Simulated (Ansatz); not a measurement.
LiF, DFT, PBE, all-electron LAPW, scalar-relativistic (Ansatz 0.2.0), run on 1 thread of Intel(R) Xeon(R) 6975P-C (Granite Rapids) on a shared host.

The cell is COD entry 1010990, as deposited and not checked against the literature; nothing was relaxed. The listed cell was then made from it by scaling, straining or moving an atom.

Command: `ansatz run input.yaml --threads 1 --pin off --max-ram 3072MiB --backend cpu --events-out ev --progress --plain --runs-dir out`

```yaml
crystal:
  lattice:
    - [0.04028, 2.03414, 2.03414]
    - [2.03414, 0.04028, 2.03414]
    - [2.03414, 2.03414, 0.04028]
  atoms:
    - { symbol: Li, position: [0.0, 0.0, 0.0] }
    - { symbol: F, position: [0.5, 0.5, 0.5] }
kpoints:
  mp_grid: { grid: [10, 10, 10] }
  band_path:
    path:
      - [0.0, 0.0, 0.0]
      - [0.5, 0.5, 0.5]
      - [0.2451701269, 0.5, 0.7548298731]
      - [-0.2451701269, 0.2451701269, 0.5]
      - [0.0, 0.0, 0.5]
      - [0.0, 0.0, 0.0]
      - [-0.3725850634, 0.0, 0.3725850634]
      - [0.0, 0.3725850634, 0.6274149366]
      - [0.0, 0.5, 0.5]
    npoints: 5
scf:
  occupations: { method: fermi_dirac, width: 0.03 }
hamiltonian:
  xc: pbe
  pseudopotentials: { kind: all_electron, lapw: { basis_error: 0.001 } }
output:
  forces: true
  stress: true
  eigenvalues: true
```

Q: How large is the problem that the program sets up?

A: 116 irreducible k-points, 169 plane waves at Γ, 9 bands.

Q: Estimate the wall time and the peak memory.

A: 7.1 s of wall time for 6 SCF iterations, with a peak of 0.32 GiB. Times on shared machines scatter by tens of per cent.
